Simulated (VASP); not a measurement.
# GaSe (P6_3/mmc) in VASP: a series of runs

The runs below take GaSe through dielectric tensor, optical spectrum, G0W0 quasiparticle levels, band structure, with PBE, HSE06.

All numbers are computed with VASP 6.6.1; they aren't measurements. Logs are shortened: lines on timing, memory, paths and dates and some standing lists are left out, and cuts for length are marked.

**1. The structure**

It takes space group P6_3/mmc (No. 194, hexagonal). The conventional cell has a = 3.771 Å, b = 3.771 Å, c = 15.967 Å, α = 90.00°, β = 90.00°, γ = 120.00°. Ga (site symmetry 3m) is surrounded by 1 Ga at 2.44 Å and 3 Se at 2.48 Å. Around Se (site symmetry 3m) lie 3 Ga at 2.48 Å.

**2. Dielectric tensor, PBE**

File INCAR:

```
  PREC = Accurate
  ENCUT = 520
  EDIFF = 1E-8
  ISMEAR = 0
  SIGMA = 0.03
  LREAL = False
  LASPH = True
  NELM = 80
  ALGO = Normal
  ISIF = 2
  LWAVE = False
  LCHARG = False
  GGA = PE
  LEPSILON = True
  KPAR = 4
```

File KPOINTS:

```
regular mesh
0
Gamma
  12 12 3
```

File POSCAR:

```
GaSe                                    
1.0
    3.7709714895     -0.0000000000      0.0000000000
   -1.8854857447      3.2657571068     -0.0000000000
    0.0000000000      0.0000000000     15.9666906441
  Ga              Se            
     4     4
Direct
     0.3333333332999970    0.6666666667000030    0.1734622962948735
     0.6666666667000030    0.3333333332999970    0.6734622962948734
     0.3333333332999970    0.6666666667000030    0.3265377037051265
     0.6666666667000030    0.3333333332999970    0.8265377037051266
     0.3333333332999970    0.6666666667000030    0.5995067271578944
     0.6666666667000030    0.3333333332999970    0.0995067271578945
     0.3333333332999970    0.6666666667000030    0.9004932728421056
     0.6666666667000030    0.3333333332999970    0.4004932728421055
```

Potentials or basis: VASP PAW PBE potentials, release 64 (Ga_d, Se).

Launch:

```bash
cat potpaw_PBE.64/Ga_d/POTCAR potpaw_PBE.64/Se/POTCAR > POTCAR
mpirun -np 4 vasp_std > vasp.out
```

OUTCAR:

```text
PREC = Accurate
   ENCUT = 520
   EDIFF = 1E-8
   ISMEAR = 0
   LREAL = False
   LASPH = True
   NELM = 80
   ISIF = 2
   GGA = PE
   LEPSILON = True

 ion  position               nearest neighbor table
   1  0.333  0.667  0.173-   3 2.44   6 2.48   6 2.48   6 2.48
   2  0.667  0.333  0.673-   4 2.44   5 2.48   5 2.48   5 2.48
   3  0.333  0.667  0.327-   1 2.44   8 2.48   8 2.48   8 2.48
   4  0.667  0.333  0.827-   2 2.44   7 2.48   7 2.48   7 2.48
   5  0.333  0.667  0.600-   2 2.48   2 2.48   2 2.48
   6  0.667  0.333  0.100-   1 2.48   1 2.48   1 2.48
   7  0.333  0.667  0.900-   4 2.48   4 2.48   4 2.48
   8  0.667  0.333  0.400-   3 2.48   3 2.48   3 2.48

  LATTYP: Found a hexagonal cell.
 ALAT       =     3.7709714895
 C/A-ratio  =     4.2341053727

  Lattice vectors:

 A1 = (   3.7709714895,   0.0000000000,   0.0000000000)
 A2 = (  -1.8854857447,   3.2657571068,   0.0000000000)
 A3 = (   0.0000000000,   0.0000000000,  15.9666906441)

Analysis of symmetry for initial positions (statically):
=====================================================================
 Subroutine PRICEL returns:
 Original cell was already a primitive cell.

 Routine SETGRP: Setting up the symmetry group for a
 hexagonal supercell.

 Subroutine GETGRP returns: Found 24 space group operations
 (whereof 12 operations were pure point group operations)
 out of a pool of 24 trial point group operations.

The static configuration has the point symmetry D_3d.
 The point group associated with its full space group is D_6h.

Analysis of symmetry for dynamics (positions and initial velocities):
=====================================================================
 Subroutine PRICEL returns:
 Original cell was already a primitive cell.

 Routine SETGRP: Setting up the symmetry group for a
 hexagonal supercell.

 Subroutine GETGRP returns: Found 24 space group operations
 (whereof 12 operations were pure point group operations)
 out of a pool of 24 trial point group operations.

The dynamic configuration has the point symmetry D_3d.
 The point group associated with its full space group is D_6h.

 Subroutine INISYM returns: Found 24 space group operations
 (whereof 12 operations are pure point group operations),
 and found     1 'primitive' translations

----------------------------------------------------------------------------------------

                                     Primitive cell

  volume of cell :     196.6310

  direct lattice vectors                    reciprocal lattice vectors
     3.770971489  0.000000000  0.000000000     0.265183654  0.153103854  0.000000000
    -1.885485745  3.265757107  0.000000000     0.000000000  0.306207708  0.000000000
     0.000000000  0.000000000 15.966690644     0.000000000  0.000000000  0.062630386

  length of vectors
     3.770971489  3.770971489 15.966690644     0.306207708  0.306207708  0.062630386

  position of ions in fractional coordinates (direct lattice)
     0.333333333  0.666666667  0.173462296
     0.666666667  0.333333333  0.673462296
     0.333333333  0.666666667  0.326537704
     0.666666667  0.333333333  0.826537704
     0.333333333  0.666666667  0.599506727
     0.666666667  0.333333333  0.099506727
     0.333333333  0.666666667  0.900493273
     0.666666667  0.333333333  0.400493273

  ion indices of the primitive-cell ions
   primitive index   ion index
                 1           1
                 2           2
                 3           3
                 4           4
                 5           5
                 6           6
                 7           7
                 8           8

[... 119 lines left out ...]
 Fermi energy:         3.5559954977

 k-point     1 :       0.0000    0.0000    0.0000
  band No.  band energies     occupation
      1     -11.7789      2.00000
      2     -11.7786      2.00000
      3     -11.6577      2.00000
      4     -11.6577      2.00000
      5     -11.6576      2.00000
      6     -11.6576      2.00000
[... 1141 lines left out ...]
     44       7.4775      0.00000
     45       7.6254      0.00000

 [... further k-points ...]

  FORCE on cell =-STRESS in cart. coord.  units (eV):
  Direction    XX          YY          ZZ          XY          YZ          ZX
  --------------------------------------------------------------------------------------
  -------------------------------------------------------------------------------------
  Total        2.4329955      2.4329955      2.5894852      0.0000000     -0.0000000      0.0000000
  in kB       19.8243910     19.8243910     21.0994911      0.0000000     -0.0000000      0.0000000
  external PRESSURE =      20.2494244 kB  Pullay stress =       0.0000000 kB

 VOLUME and BASIS-vectors are now :
 -----------------------------------------------------------------------------
  energy-cutoff  :      520.00
  volume of cell :      196.63
      direct lattice vectors                 reciprocal lattice vectors
     3.770971489  0.000000000  0.000000000     0.265183654  0.153103854  0.000000000
    -1.885485745  3.265757107  0.000000000     0.000000000  0.306207708  0.000000000
     0.000000000  0.000000000 15.966690644     0.000000000  0.000000000  0.062630386

 POSITION                                       TOTAL-FORCE (eV/Angst)
 -----------------------------------------------------------------------------------
     -0.00000      2.17717      2.76962         0.000000      0.000000     -0.014614
      1.88549      1.08859     10.75296        -0.000000      0.000000     -0.014614
     -0.00000      2.17717      5.21373        -0.000000      0.000000      0.014614
      1.88549      1.08859     13.19707        -0.000000      0.000000      0.014614
     -0.00000      2.17717      9.57214         0.000000     -0.000000      0.007496
      1.88549      1.08859      1.58879         0.000000      0.000000      0.007496
     -0.00000      2.17717     14.37790         0.000000     -0.000000     -0.007496
      1.88549      1.08859      6.39455         0.000000     -0.000000     -0.007496
 -----------------------------------------------------------------------------------
    total drift:                               -0.000000      0.000000      0.000000

  FREE ENERGIE OF THE ION-ELECTRON SYSTEM (eV)
  ---------------------------------------------------
  free  energy   TOTEN  =       -30.2359195958 eV

  energy  without entropy=      -30.2359195958  energy(sigma->0) =      -30.23591960

 HEAD OF MICROSCOPIC STATIC DIELECTRIC TENSOR (INDEPENDENT PARTICLE, excluding Hartree and local field effects)
 ------------------------------------------------------
           8.898503     0.000000    -0.000000
           0.000000     8.898503    -0.000000
           0.000000     0.000000     9.428602
 ------------------------------------------------------

 Free energy of the ion-electron system (eV)
  ---------------------------------------------------
  ---------------------------------------------------
  free energy    TOTEN  =        -4.37968725 eV

  energy without entropy =       -4.37968725

------------------------ aborting loop because EDIFF is reached ----------------------------------------

--------------------------------------- Ionic step        2  -------------------------------------------

------------------------ aborting loop because EDIFF is reached ----------------------------------------

--------------------------------------- Ionic step        3  -------------------------------------------

 Free energy of the ion-electron system (eV)
  ---------------------------------------------------
  ---------------------------------------------------
  free energy    TOTEN  =        -3.63736204 eV

  energy without entropy =       -3.63736204

------------------------ aborting loop because EDIFF is reached ----------------------------------------

 PIEZOELECTRIC TENSOR FIELD DIRECTION 3  (e Angst)
 -----------------------------------------------------------------------------
    -0.00578 -0.00000 -0.00000           ( -0.00001 -0.00000 -0.00000)
     0.00000 -0.00578  0.00000           ( -0.00000 -0.00001  0.00000)
     0.00000  0.00000 -0.00889           (  0.00000  0.00000  0.00001)

 PIEZOELECTRIC TENSOR FIELD DIRECTION 3  (C/m^2)
 -----------------------------------------------------------------------------
    -0.00047 -0.00000 -0.00000
     0.00000 -0.00047  0.00000
     0.00000  0.00000 -0.00072

 MACROSCOPIC STATIC DIELECTRIC TENSOR (including local field effects in DFT)
 ------------------------------------------------------
           8.315678     0.000000     0.000000
           0.000000     8.315678    -0.000000
           0.000000     0.000000     7.151177
 ------------------------------------------------------

 PIEZOELECTRIC TENSOR (including local field effects)  for field in x, y, z        (e  Angst)
          XX          YY          ZZ          XY          YZ          ZX
  --------------------------------------------------------------------------------
  x     0.00000     0.00000     0.00000     0.00000     0.00000     0.00000
  y     0.00000     0.00000     0.00000     0.00000     0.00000     0.00000
  z     0.00000     0.00000     0.00000     0.00000     0.00000     0.00000

 PIEZOELECTRIC TENSOR (including local field effects)  for field in x, y, z        (C/m^2)
          XX          YY          ZZ          XY          YZ          ZX
  --------------------------------------------------------------------------------
  x     0.00000     0.00000     0.00000     0.00000     0.00000     0.00000
  y     0.00000     0.00000     0.00000     0.00000     0.00000     0.00000
  z     0.00000     0.00000     0.00000     0.00000     0.00000     0.00000

 BORN EFFECTIVE CHARGES (including local field effects) (in |e|, cummulative output)
 ---------------------------------------------------------------------------------
 ion    1
    1     2.23240     0.00000     0.00000
    2     0.00000     2.23240     0.00000
    3     0.00000     0.00000     0.91924
 ion    2
    1     2.23240     0.00000    -0.00000
    2     0.00000     2.23240     0.00000
    3     0.00000     0.00000     0.91924
 ion    3
    1     2.23240     0.00000    -0.00000
    2     0.00000     2.23240     0.00000
    3    -0.00000    -0.00000     0.91924
 ion    4
    1     2.23240     0.00000     0.00000
    2     0.00000     2.23240     0.00000
    3    -0.00000     0.00000     0.91924
 ion    5
    1    -2.23240    -0.00000     0.00000
    2    -0.00000    -2.23240     0.00000
    3     0.00000     0.00000    -0.91924
 ion    6
    1    -2.23240    -0.00000    -0.00000
    2    -0.00000    -2.23240     0.00000
    3    -0.00000     0.00000    -0.91924
 ion    7
    1    -2.23240    -0.00000    -0.00000
    2    -0.00000    -2.23240     0.00000
    3    -0.00000     0.00000    -0.91924
 ion    8
    1    -2.23240    -0.00000     0.00000
    2    -0.00000    -2.23240     0.00000
    3     0.00000    -0.00000    -0.91924
```

Run time: 26 min. Hardware: 4 MPI ranks of Intel Xeon Platinum 8375C at 2.90GHz (Ice Lake), shared host; peak memory 1.6 GiB.

What came out:

| Quantity | Value |
| --- | --- |
| Band gap on the k mesh | 0.85 eV, direct |
| Electronic dielectric tensor (diagonal) | 8.32, 8.32, 7.15 |
| Born charges (mean of the diagonal) | Ga +1.79; Se -1.79 e |

Electronic dielectric tensor:
```
8.32 0.00 0.00
0.00 8.32 0.00
0.00 0.00 7.15
```

Born effective charge tensors (e):
atom 1, Ga
```
2.23 0.00 0.00
0.00 2.23 0.00
0.00 0.00 0.92
```
atom 2, Ga
```
2.23 0.00 0.00
0.00 2.23 0.00
0.00 0.00 0.92
```
atom 3, Ga
```
2.23 0.00 0.00
0.00 2.23 0.00
0.00 0.00 0.92
```
atom 4, Ga
```
2.23 0.00 0.00
0.00 2.23 0.00
0.00 0.00 0.92
```
atom 5, Se
```
-2.23  0.00  0.00
 0.00 -2.23  0.00
 0.00  0.00 -0.92
```
atom 6, Se
```
-2.23  0.00  0.00
 0.00 -2.23  0.00
 0.00  0.00 -0.92
```
atom 7, Se
```
-2.23  0.00  0.00
 0.00 -2.23  0.00
 0.00  0.00 -0.92
```
atom 8, Se
```
-2.23  0.00  0.00
 0.00 -2.23  0.00
 0.00  0.00 -0.92
```

Caveat: an odd mesh through Γ misses points on the zone boundary, where band edges often lie; this functional lacks dispersion, which binds the layers, so the pressure and a relaxed spacing across them are unreliable.

**3. Optical spectrum, PBE**

INCAR, as its differences from that of step 2:

```diff
@@ -2,3 +2,3 @@
   ENCUT = 520
-  EDIFF = 1E-8
+  EDIFF = 1E-7
   ISMEAR = 0
@@ -13,3 +13,6 @@
   GGA = PE
-  LEPSILON = True
+  LOPTICS = True
+  NBANDS = 86
+  NEDOS = 1000
+  CSHIFT = 0.1
   KPAR = 4
```

File KPOINTS:

```
regular mesh
0
Gamma
  12 12 2
```

POSCAR is that of step 2.

Potentials or basis: VASP PAW PBE potentials, release 64 (Ga_d, Se).

Launch:

```bash
cat potpaw_PBE.64/Ga_d/POTCAR potpaw_PBE.64/Se/POTCAR > POTCAR
mpirun -np 4 vasp_std > vasp.out
```

OUTCAR:

```text
PREC = Accurate
   ENCUT = 520
   EDIFF = 1E-7
   ISMEAR = 0
   LREAL = False
   LASPH = True
   NELM = 80
   ISIF = 2
   GGA = PE

 ion  position               nearest neighbor table
   1  0.333  0.667  0.173-   3 2.44   6 2.48   6 2.48   6 2.48
[... 1645 lines left out ...]
     1.25687     9.58938     9.58938    10.55741     0.00000     0.00000    -0.00000
     1.67582    10.37032    10.37032     7.94394     0.00000     0.00000    -0.00000
     2.09478    10.91240    10.91240    11.24378     0.00000     0.00000    -0.00000
[... 92 lines left out ...]
    41.05763     0.82981     0.82981     0.82934    -0.00000    -0.00000    -0.00000
    41.47658     0.83371     0.83371     0.83327    -0.00000    -0.00000    -0.00000

  frequency dependent IMAGINARY DIELECTRIC FUNCTION (independent particle, no local field effects) current-current
     E(ev)      X         Y         Z        XY        YZ        ZX
  --------------------------------------------------------------------------------------------------------------
     0.00000    37.48007    37.48007    41.65203     0.00000     0.00000     0.00000
     0.41896     3.81714     3.81714     4.51891     0.00000     0.00000     0.00000
     0.83791     2.02255     2.02255     5.06001     0.00000     0.00000     0.00000
     1.25687     1.50277     1.50277     2.53076     0.00000     0.00000     0.00000
     1.67582     1.38649     1.38649     2.37358     0.00000     0.00000     0.00000
     2.09478     2.07395     2.07395     2.08639     0.00000     0.00000     0.00000
[... 92 lines left out ...]
    41.05763     0.00012     0.00012     0.00013     0.00000    -0.00000    -0.00000
    41.47658     0.00011     0.00011     0.00012     0.00000    -0.00000    -0.00000

  frequency dependent      REAL DIELECTRIC FUNCTION (independent particle, no local field effects) current-current
     E(ev)        X           Y           Z          XY          YZ          ZX
  --------------------------------------------------------------------------------------------------------------
     0.00000     8.83416     8.83416     9.65563     0.00000    -0.00000     0.00000
     0.41896     8.90552     8.90552     9.95170     0.00000    -0.00000     0.00000
     0.83791     9.13395     9.13395     9.31944     0.00000    -0.00000     0.00000
     1.25687     9.56454     9.56454    10.39836     0.00000    -0.00000     0.00000
     1.67582    10.33498    10.33498     7.77099     0.00000    -0.00000     0.00000
     2.09478    10.79954    10.79954    11.13961     0.00000    -0.00000     0.00000
[... 92 lines left out ...]
    41.05763     0.82985     0.82985     0.82938    -0.00000     0.00000    -0.00000
    41.47658     0.83375     0.83375     0.83331    -0.00000     0.00000    -0.00000
```

OSZICAR:

```text
N       E                     dE             d eps       ncg     rms          rms(c)
DAV:   1     0.768992032988E+03    0.76899E+03   -0.27961E+04  8144   0.124E+03
DAV:   2     0.124898201621E+03   -0.64409E+03   -0.55139E+03  6536   0.420E+02
DAV:   3    -0.204340379206E+02   -0.14533E+03   -0.13935E+03  7900   0.128E+02
DAV:   4    -0.304820330353E+02   -0.10048E+02   -0.99477E+01  7624   0.341E+01
DAV:   5    -0.307253210228E+02   -0.24329E+00   -0.24314E+00  8664   0.557E+00    0.740E+00
DAV:   6    -0.302946098580E+02    0.43071E+00   -0.30655E-01  9924   0.704E+00    0.454E+00
DAV:   7    -0.302296745717E+02    0.64935E-01   -0.34177E-01  7420   0.197E+00    0.779E-01
DAV:   8    -0.302333778381E+02   -0.37033E-02   -0.51631E-02  8090   0.115E+00    0.420E-01
DAV:   9    -0.302352873147E+02   -0.19095E-02   -0.70158E-03  7396   0.431E-01    0.170E-01
DAV:  10    -0.302352876109E+02   -0.29615E-06   -0.11574E-03  8290   0.169E-01    0.578E-02
DAV:  11    -0.302354725333E+02   -0.18492E-03   -0.23692E-04  7520   0.470E-02    0.279E-02
DAV:  12    -0.302355027392E+02   -0.30206E-04   -0.28615E-05  7838   0.193E-02    0.164E-02
DAV:  13    -0.302355053702E+02   -0.26310E-05   -0.63431E-06  7640   0.779E-03    0.231E-03
DAV:  14    -0.302355057599E+02   -0.38966E-06   -0.60198E-07  7616   0.291E-03    0.812E-04
DAV:  15    -0.302355059133E+02   -0.15347E-06   -0.16862E-07  6804   0.128E-03    0.650E-04
DAV:  16    -0.302355058717E+02    0.41633E-07   -0.19285E-08  5598   0.563E-04
   1 F= -.30235506E+02 E0= -.30235506E+02  d E =-.233084E-14
 imaginary and real dielectric function
```

stdout:

```text
POSCAR found type information on POSCAR GaSe
 POSCAR found :  2 types and       8 ions
 scaLAPACK will be used
 LDA part: xc-table for (Slater+PW92), standard interpolation
 POSCAR, INCAR and KPOINTS ok, starting setup
 FFT: planning ... GRIDC
 FFT: planning ... GRID_SOFT
 FFT: planning ... GRID
 WAVECAR not read
 entering main loop
 optical routines
 imaginary and real dielectric function
 recalculating local potential from charge density
 direction            1
 direction            2
 direction            3
```

Run time: 2.9 min. Hardware: 4 MPI ranks of Intel Xeon Platinum 8375C at 2.90GHz (Ice Lake), shared host; peak memory 1.1 GiB.

Results:

* Free energy: -30.2355 eV
* Pressure: 2.0 GPa
* Largest force: 0.014 eV/Å
* Band gap on the k mesh: 0.85 eV, direct

Forces in eV/Å, atoms in the order of the input:
```
Ga   0.000  0.000 -0.014
Ga   0.000  0.000 -0.014
Ga   0.000  0.000  0.014
Ga   0.000  0.000  0.014
Se   0.000  0.000  0.008
Se   0.000  0.000  0.008
Se   0.000  0.000 -0.008
Se   0.000  0.000 -0.008
```

Levels at points of the mesh, in eV from the valence-band top:
| k point | band 35 | band 36 | band 37 | band 38 | band 39 | band 40 | band 41 | band 42 |
| --- | --- | --- | --- | --- | --- | --- | --- | --- |
| (0.00, 0.00, 0.00) | -1.32 | -1.20 | -1.20 | 0.00 | 0.85 | 1.86 | 2.12 | 2.24 |
| (0.50, 0.00, 0.00) | -2.46 | -2.36 | -2.28 | -1.85 | 1.01 | 1.25 | 1.79 | 1.82 |
| (0.00, 0.00, 0.50) | -1.24 | -1.24 | -0.90 | -0.90 | 1.51 | 1.51 | 2.17 | 2.17 |
| (0.50, 0.00, 0.50) | -2.43 | -2.43 | -2.16 | -2.16 | 1.35 | 1.35 | 1.57 | 1.57 |

Dielectric function (mean over the directions given):
```tsv
energy (eV)	real part	imaginary part
0.25	9.20	0.05
0.75	9.77	0.63
1.26	9.91	0.43
1.76	9.96	0.56
2.26	11.72	1.38
2.77	14.10	3.90
3.27	12.47	7.14
3.77	12.52	12.69
4.27	5.23	17.81
4.78	-1.79	12.40
5.28	-0.24	8.40
5.78	-0.32	8.24
6.28	-0.47	8.65
6.79	-3.70	7.49
7.29	-4.25	4.88
7.79	-2.90	3.26
8.30	-2.75	2.69
8.80	-1.79	2.40
9.30	-1.69	2.53
9.80	-1.59	2.05
10.31	-1.54	1.82
10.81	-1.37	1.39
11.31	-1.27	1.26
11.81	-1.03	1.03
12.32	-0.90	0.91
12.82	-0.73	0.69
13.32	-0.61	0.69
13.83	-0.50	0.54
14.33	-0.27	0.50
14.83	-0.24	0.51
15.33	-0.17	0.42
15.84	-0.09	0.40
16.34	0.00	0.36
16.84	0.07	0.38
17.34	0.07	0.36
17.85	0.09	0.29
18.35	0.23	0.30
18.85	0.22	0.35
19.36	0.21	0.34
19.94	0.18	0.25
```

Caveat: independent-particle spectra lack excitons; this functional lacks dispersion, which binds the layers, so the pressure and a relaxed spacing across them are unreliable. Expect the measured gap to be larger: semilocal functionals such as PBE lack the derivative discontinuity.

[end of part 1 of 3]
